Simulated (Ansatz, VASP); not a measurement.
## One calculation of BN, two programs

```xyz
4
Lattice="2.5424 0.0000 0.0000 -1.2712 2.2018 0.0000 0.0000 0.0000 4.1606" Properties=species:S:1:pos:R:3 pbc="T T T"
B     0.0000    1.4679   -0.0004
B     1.2712    0.7339    2.0799
N     0.0000    1.4679    1.5565
N     1.2712    0.7339    3.6368
```

Change from the starting cell: strained cell.

Alike in both runs: task relaxation of the atoms; functional PBEsol; k mesh 9 × 9 × 6; occupations gaussian, width 0.02 eV; no spin polarisation.

```csv
,VASP,Ansatz
version,VASP 6.6.1,Ansatz 0.2.0
potentials or method,"VASP PAW PBE potentials, release 64 (B, N)","scalar-relativistic, plane waves, PAW"
plane-wave cutoff (eV),520,600
valence electrons in the cell,16,16
```

|  | VASP | Ansatz | Ansatz less VASP |
| --- | --- | --- | --- |
| gap on the k mesh at the Fermi level, each at its own relaxed structure (eV) | 4.98 | 5.00 | +0.012 |

Ansatz warned: «pseudo_functional_mismatch».

Caveats: an odd mesh through Γ misses points on the zone boundary, where band edges often lie.
